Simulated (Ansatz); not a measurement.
Ligand exchange: C4H10 + C2H8GeO3 → C4H10O + C2H8GeO2

Species: C4H10 (butane) `CCCC`, singlet; C2H8GeO3 `C[CH2][Ge]([OH])([OH])[OH]`, singlet; C4H10O (1-butanol) `CCCCO`, singlet; C2H8GeO2 `C[CH2][GeH]([OH])[OH]`, singlet. The partners trade H for OH: C–H and Ge–OH bonds give way to C–OH and Ge–H.

Shapes, held fixed at every level: PBE0-D4/def2-TZVP. Flexible molecules stand in one conformer, not always the lowest. Programs: Ansatz 0.2.0. Electronic energies: no zero-point or thermal term.

```tsv
level	kind	ΔE (kJ/mol)
PBE-D4/def2-TZVPP	GGA	+135.6
r2SCAN-D4/def2-TZVPP	meta-GGA	+144.2
B3LYP-D4/def2-TZVPP	global hybrid	+141.2
PBE0-D4/def2-TZVPP	global hybrid	+138.2
wB97M-V/def2-TZVPP	range-separated hybrid	+142.0
wB97X-V/def2-TZVPP	range-separated hybrid	+140.1
MP2/def2-TZVPP	perturbation theory	+153.3
```

MP2/def2-TZVPP gives ΔE = +153.3 kJ/mol; the levels span +135.6 to +153.3. The median of the levels is +141.2. No measured value is set beside it here. Relativity is left out for Ge. Outer-core shells of Ge are correlated, in sets that cover them unevenly. MP2/def2-TZVPP lies outside the range of all other levels here, so it shouldn't be taken on trust.

Exchanging H for OH between carbon and germanium is strongly uphill in this direction: every level gives a positive ΔE, and the density functionals agree to within a small fraction of its size, from +135.6 to +144.2 kJ/mol. Hydroxide thus clearly prefers germanium, and hydrogen carbon. The main reason is bond polarity and overlap. Germanium is more electropositive than carbon and binds oxygen through a strong, highly polar bond, while its more diffuse valence orbitals overlap less well with hydrogen 1s, leaving Ge–H weaker than C–H. The reaction gives up the favourable pairing on both sides. Loss of one of three geminal hydroxyls probably adds to the cost, since oxygen lone pairs can delocalise into neighbouring Ge–O σ* orbitals.

The four hybrids all fall between the GGA and the meta-GGA, so the functional results show no simple progression from semilocal to hybrid treatment. A single exchange energy cannot separate the intrinsic Ge–O preference from the geminal contribution; successive replacement of the hydroxyls would be needed for that.
